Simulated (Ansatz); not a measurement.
## AgBr: single point with PBE

Crystal: AgBr.

```
CELL_PARAMETERS angstrom
0.00000 2.87015 2.87015
2.87015 0.00000 2.87015
2.87015 2.87015 0.00000
ATOMIC_POSITIONS crystal
Ag 0.00000 0.00000 0.00000
Br 0.50000 0.50000 0.50000
```

```
Program             : Ansatz 0.2.0
Task                : single point
Functional          : PBE
Potentials or basis : Ansatz PAW
Cutoff              : 420 eV (not typed: the program's choice for these potentials)
k mesh              : 8 × 8 × 8
Occupations         : gaussian, width 0.011 eV
Spin                : no spin polarisation
```

| Item | Value |
| --- | --- |
| Pressure | 2.3 GPa |
| Band gap on the k mesh | 0.67 eV, indirect (least direct gap 2.61 eV) |

Levels at points of the mesh, in eV from the valence-band top:
| k point | band 9 | band 10 | band 11 | band 12 | band 13 | band 14 | band 15 | band 16 | band 17 |
| --- | --- | --- | --- | --- | --- | --- | --- | --- | --- |
| (0.00, 0.00, 0.00) | -2.80 | -2.80 | -1.94 | -1.94 | -1.94 | 0.67 | 9.92 | 9.92 | 9.92 |
| (0.00, 0.00, -0.50) | -2.49 | -2.49 | -2.15 | 0.00 | 0.00 | 3.73 | 6.60 | 6.77 | 6.77 |
| (0.00, -0.50, -0.50) | -2.84 | -2.64 | -2.39 | -2.39 | -2.29 | 1.60 | 7.06 | 9.06 | 11.05 |

It took 0.85 s on 2 threads of Arm Neoverse V1 (shared host), peak memory 0.3 GiB.

A k mesh can miss the band edges. PBE gaps usually lie below the measured ones, often by a third to a half.
